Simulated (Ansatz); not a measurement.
**Bands of TaN**

```
Ta N
1.0
     0.00000    2.17900    2.17900
     2.17900    0.00000    2.17900
     2.17900    2.17900    0.00000
Ta N
1 1
Direct
  0.50000 0.50000 0.50000
  0.00000 0.00000 0.00000
```

Atoms are numbered in the order listed.

The cell comes from COD entry 2310957, which wasn't checked; take it as a given geometry.

Spin–orbit coupling is left out, though it moves levels of the heavy atoms by tenths of an eV or more.

Computed with DFT, PBE, all-electron LAPW, scalar-relativistic (Ansatz 0.2.0).

The runs use a Γ-centred 9×9×9 k mesh, Fermi–Dirac smearing of 0.02 eV, basis error target 0.5 meV/atom, no spin polarisation.

Points in fractions of the reciprocal vectors of this cell: Γ (0, 0, 0), X (0.5, 0, 0.5), U (0.625, 0.25, 0.625), K (0.375, 0.375, 0.75), L (0.5, 0.5, 0.5), W (0.5, 0.25, 0.75). The path joins them by straight lines in the order Γ–X–U–K–Γ–L–W–X; legs that retrace an earlier one aren't tabulated. Energies are in eV from the Fermi level.

Metal or insulator at this level of theory?

No gap opens: metallic or semimetallic.

Tabulate bands 21 to 28, counted from the lowest band of the run, along the path.


```tsv
k (1/Å)	point	band 21	band 22	band 23	band 24	band 25	band 26	band 27	band 28
0.00	Γ	-18.98	-3.80	-3.80	-3.80	-2.08	-2.08	-2.08	0.17
0.21		-18.81	-4.93	-4.14	-4.14	-2.35	-1.48	-1.48	0.26
0.41		-18.36	-6.65	-4.59	-4.59	-2.99	-0.26	-0.26	0.52
0.62		-17.84	-7.88	-4.85	-4.85	-3.77	0.91	1.13	1.13
0.82		-17.52	-8.26	-4.89	-4.89	-4.50	1.37	2.40	2.40
1.03		-17.52	-7.82	-5.07	-4.80	-4.80	1.84	3.30	3.30
1.24		-17.66	-7.02	-5.43	-4.66	-4.66	2.18	3.71	3.71
1.44	X	-17.74	-6.61	-5.56	-4.60	-4.60	2.31	3.81	3.81
1.51		-17.72	-6.61	-5.66	-4.65	-4.51	2.40	3.78	3.78
1.59		-17.67	-6.63	-5.89	-4.81	-4.29	2.64	3.68	3.72
1.66		-17.59	-6.66	-6.21	-5.04	-3.99	3.02	3.54	3.60
1.73		-17.49	-6.69	-6.57	-5.31	-3.63	3.36	3.45	3.51
1.81		-17.36	-6.95	-6.73	-5.62	-3.21	3.14	3.25	4.07
1.88		-17.21	-7.35	-6.76	-5.92	-2.74	2.90	3.03	4.69
1.95	U	-17.06	-7.75	-6.80	-6.22	-2.20	2.65	2.77	4.92
2.08		-16.97	-7.93	-6.83	-6.41	-1.78	2.01	3.05	4.84
2.20		-16.89	-8.07	-6.86	-6.62	-1.15	1.23	3.32	4.78
2.33		-16.84	-8.16	-6.88	-6.74	-0.40	0.42	3.47	4.76
2.46		-16.84	-8.16	-6.88	-6.74	-0.40	0.42	3.47	4.76
2.58		-16.89	-8.07	-6.86	-6.62	-1.15	1.23	3.32	4.78
2.71		-16.97	-7.93	-6.83	-6.41	-1.78	2.01	3.05	4.84
2.83	K	-17.06	-7.75	-6.80	-6.22	-2.20	2.65	2.77	4.92
3.05		-16.63	-8.77	-6.94	-6.86	-0.34	1.84	1.86	4.26
3.27		-16.50	-9.24	-7.29	-6.76	0.86	1.01	1.49	3.46
3.49		-16.84	-8.90	-7.20	-6.43	-0.10	0.21	2.02	2.70
3.71		-17.52	-7.85	-6.66	-5.85	-0.93	-0.53	1.04	1.75
3.93		-18.25	-6.37	-5.71	-5.06	-1.56	-1.19	-0.40	1.08
4.15		-18.78	-4.77	-4.52	-4.24	-1.95	-1.77	-1.51	0.53
4.36	Γ	-18.98	-3.80	-3.80	-3.80	-2.08	-2.08	-2.08	0.17
4.54		-18.85	-4.45	-4.25	-4.25	-1.88	-1.88	-1.80	0.69
4.72		-18.47	-5.70	-5.11	-5.11	-1.40	-1.40	-1.40	1.90
4.90		-17.90	-7.05	-5.97	-5.97	-0.97	-0.72	-0.72	3.38
5.08		-17.22	-8.32	-6.70	-6.70	-0.37	0.13	0.13	4.91
5.26		-16.53	-9.42	-7.24	-7.24	0.47	1.04	1.04	5.24
5.43		-15.97	-10.20	-7.58	-7.58	1.48	1.78	1.78	4.60
5.61	L	-15.75	-10.50	-7.69	-7.69	2.09	2.09	2.17	3.97
5.76		-15.82	-10.39	-7.63	-7.63	1.69	1.98	2.18	4.45
5.90		-16.01	-10.05	-7.47	-7.46	1.05	1.58	2.36	5.25
6.05		-16.27	-9.54	-7.25	-7.23	0.51	1.05	2.65	5.57
6.19		-16.55	-8.94	-7.05	-6.97	0.15	0.52	3.01	5.29
6.34		-16.78	-8.32	-6.91	-6.78	-0.03	0.14	3.40	4.86
6.49		-16.94	-7.78	-6.82	-6.75	-0.09	-0.06	3.70	4.52
6.63	W	-16.99	-7.53	-6.80	-6.80	-0.10	-0.10	3.82	4.40
6.73		-17.04	-7.40	-6.81	-6.75	-0.93	0.72	3.82	4.26
6.84		-17.15	-7.06	-6.78	-6.65	-1.74	1.52	3.82	3.99
6.94		-17.31	-6.74	-6.54	-6.50	-2.51	2.26	3.67	3.82
7.04		-17.47	-6.69	-6.28	-5.91	-3.21	2.89	3.29	3.81
7.15		-17.61	-6.65	-6.02	-5.28	-3.84	2.86	3.38	3.81
7.25		-17.71	-6.62	-5.73	-4.79	-4.36	2.47	3.70	3.81
7.35	X	-17.74	-6.61	-5.56	-4.60	-4.60	2.31	3.81	3.81
```
